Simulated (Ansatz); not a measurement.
**LiCl: lattice vibrations**

Aim: phonons by finite displacements on a 2×2×2 mesh of wavevectors, at three volumes, and the mode Grüneisen parameters. Runs: cell and atoms relaxed (PAW); reference run (PAW); volume scaled by 0.985 (PAW); volume scaled by 1.015 (PAW); mode Grüneisen parameters (PAW); linear response at the zone centre with the field response (PAW).

The COD entry's cell or inner coordinates are ideal or old and differ from later refinements, so a difference from it is no clean test against experiment.

Method: DFT PBEsol, frozen-core PAW, scalar-relativistic unless said, in Ansatz 0.2.0.

1 further run of the same task is left out (it didn't finish).

## 1. The structure to begin with

Symmetry: Fm-3m, No. 225, cubic system. Conventional cell: a = 5.130 Å, b = 5.130 Å, c = 5.130 Å, α = 90.00°, β = 90.00°, γ = 90.00°. Li (site symmetry m-3m) is surrounded by 6 Cl at 2.56 Å. Cl (site symmetry m-3m) has 6 Li at 2.56 Å as nearest neighbours.

Structure file:

```cif
data_structure
_symmetry_space_group_name_H-M 'Fm-3m'
_symmetry_Int_Tables_number 225
_cell_length_a 5.1295
_cell_length_b 5.1295
_cell_length_c 5.1295
_cell_angle_alpha 90.000
_cell_angle_beta 90.000
_cell_angle_gamma 90.000
_cell_volume 134.97
loop_
_atom_site_label
_atom_site_type_symbol
_atom_site_symmetry_multiplicity
_atom_site_Wyckoff_symbol
_atom_site_fract_x
_atom_site_fract_y
_atom_site_fract_z
_atom_site_occupancy
Li1 Li 4 a 0.00000 0.00000 0.00000 1
Cl1 Cl 4 b 0.50000 0.00000 0.00000 1
```

Cartesian axes are those of the input's lattice vectors. The structure goes back to a database entry.

## 2. Cell and atoms relaxed, PAW

input.yaml

```yaml
crystal:
  lattice:
    - [0.0, 2.56477, 2.56477]
    - [2.56477, 0.0, 2.56477]
    - [2.56477, 2.56477, 0.0]
  atoms:
    - { symbol: Li, position: [0.0, 0.0, 0.0] }
    - { symbol: Cl, position: [0.5, 0.5, 0.5] }
kpoints:
  mp_grid: { grid: [14, 14, 14] }
scf:
  occupations: { method: fermi_dirac, width: 0.05 }
hamiltonian:
  xc: pbesol
  pseudopotentials: { kind: paw }
relax:
  f_tol: 0.002
  max_steps: 80
  cell: {}
output:
  forces: true
  stress: true
  write_density: true
  write_potential: true
  elf: true
  volumetric_format: npy
```

The run is started by

```sh
ansatz run input.yaml --threads 2 --pin off --max-ram 5120MiB --backend cpu --events-out ev --progress --plain --runs-dir out
```

## 3. Reference run, PAW

input.yaml

```yaml
crystal:
  lattice:
    - [0.0, 2.53140604493, 2.53140604493]
    - [2.53140604493, 0.0, 2.53140604493]
    - [2.53140604493, 2.53140604493, 0.0]
  atoms:
    - { symbol: Li, position: [0.0, 0.0, 0.0] }
    - { symbol: Cl, position: [0.5, 0.5, 0.5] }
kpoints:
  mp_grid: { grid: [8, 8, 8] }
scf:
  occupations: { method: fixed }
hamiltonian:
  xc: pbesol
  pseudopotentials: { kind: paw }
phonons:
  qmesh: [2, 2, 2]
  qpath:
    path:
      - [0.0, 0.0, 0.0]
      - [0.5, 0.0, 0.5]
      - [0.625, 0.25, 0.625]
      - [0.375, 0.375, 0.75]
      - [0.0, 0.0, 0.0]
      - [0.5, 0.5, 0.5]
      - [0.5, 0.25, 0.75]
      - [0.5, 0.0, 0.5]
    npoints: 6
  temperatures: { t_min: 0, t_max: 1000, t_step: 100 }
```

## 4. Volume scaled by 0.985, PAW

Edit input.yaml of step 3 so:

```diff
@@ -2,5 +2,5 @@
   lattice:
-    - [0.0, 2.53140604493, 2.53140604493]
-    - [2.53140604493, 0.0, 2.53140604493]
-    - [2.53140604493, 2.53140604493, 0.0]
+    - [0.0, 2.51868519685, 2.51868519685]
+    - [2.51868519685, 0.0, 2.51868519685]
+    - [2.51868519685, 2.51868519685, 0.0]
   atoms:
```

## 5. Volume scaled by 1.015, PAW

Edit input.yaml of step 4 so:

```diff
@@ -2,5 +2,5 @@
   lattice:
-    - [0.0, 2.51868519685, 2.51868519685]
-    - [2.51868519685, 0.0, 2.51868519685]
-    - [2.51868519685, 2.51868519685, 0.0]
+    - [0.0, 2.54400031216, 2.54400031216]
+    - [2.54400031216, 0.0, 2.54400031216]
+    - [2.54400031216, 2.54400031216, 0.0]
   atoms:
```

## 7. Linear response at the zone centre with the field response, PAW

input.yaml

```yaml
crystal:
  lattice:
    - [0.0, 2.53140604493, 2.53140604493]
    - [2.53140604493, 0.0, 2.53140604493]
    - [2.53140604493, 2.53140604493, 0.0]
  atoms:
    - { symbol: Li, position: [0.0, 0.0, 0.0] }
    - { symbol: Cl, position: [0.5, 0.5, 0.5] }
kpoints:
  mp_grid: { grid: [8, 8, 8] }
scf:
  occupations: { method: fixed }
hamiltonian:
  xc: pbesol
  pseudopotentials: { kind: paw }
phonons:
  method: dfpt
  dielectric: true
  rigid_motions: translations
```

(Steps that only read results are left out.)

What does the calculation give? Wanted: highest mode on the mesh, without the LO shift; optical modes at Γ; ε∞.

The runs gave:

| quantity | value |
| --- | --- |
| highest mode on the mesh, without the LO shift (PAW) | 404 cm⁻¹ |
| optical modes at Γ | 206 (T1u) cm⁻¹ |
| mean Grüneisen parameter at 300 K (PAW) | 2.00 |
| ε∞ | 3.07, 3.07, 3.07 |

**Reading.** No mode on the mesh is unstable; the highest lies at 404 cm⁻¹ by PAW. Weighted by heat capacity at 300 K the mean Grüneisen parameter of the sampled modes is 2.00, which points to expansion on heating. With the field of the polar modes, the highest mode near Γ lies at 400 cm⁻¹. Each set of modes is computed in the harmonic approximation. Cautions: frozen-core PAW files fitted under PBE, their cores solved anew for the functional of the run.
